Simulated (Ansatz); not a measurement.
# Lattice dynamics at Γ of ZnO (h-MgO type)

Perturbation theory with PBEsol in Ansatz 0.2.0 on the PBEsol cell, ground state and force constants on a 9×9×6 mesh. No spin polarisation and no zero-point or thermal motion; the cell was built from a prototype and may be hypothetical.

It is hexagonal, P6_3/mmc (No. 194); a = 3.410 Å, c = 4.489 Å in the conventional setting, 11.30 Å³ an atom. Around Zn lie 5 O at 1.97–2.24 Å; around O lie 5 Zn at 1.97–2.24 Å.

Space group P6_3/mmc (No. 194). a = 3.410 Å, b = 3.410 Å, c = 4.489 Å, α = 90.00°, β = 90.00°, γ = 120.00°

| atom | site | symmetry | x | y | z |
| --- | --- | --- | --- | --- | --- |
| Zn | 2c | -6m2 | 0.3333 | 0.6667 | 0.2500 |
| O | 2d | -6m2 | 0.6667 | 0.3333 | 0.2500 |

Optical modes without the longitudinal term (negative means imaginary):
```csv
ω (cm⁻¹),degeneracy,"IR intensity, summed over the level ((D/Å)²/amu)"
-108,1,19.57
128,2,0.00
172,1,0.00
386,1,0.00
424,2,32.59
462,2,0.00
```

One optical level at Γ is imaginary (108i cm⁻¹, printed negative), so this structure is unstable at this level. The program warns that the force constants, and all that is formed from them, aren't settled on this k mesh. Of the real levels 1 is infrared active, the strongest at 424 cm⁻¹.

The electronic dielectric tensor ε∞ is 5.05 along x and y, 5.09 along z. Born charges, averaged over directions: Zn +2.20, O -2.20 e.

For comparison, on the r2SCAN cell the mean ε∞ is 4.35 with r2SCAN (ground state on 9×9×6; least gap 1.49 eV), 4.91 with PBE (ground state on 9×9×6; least gap 1.02 eV).
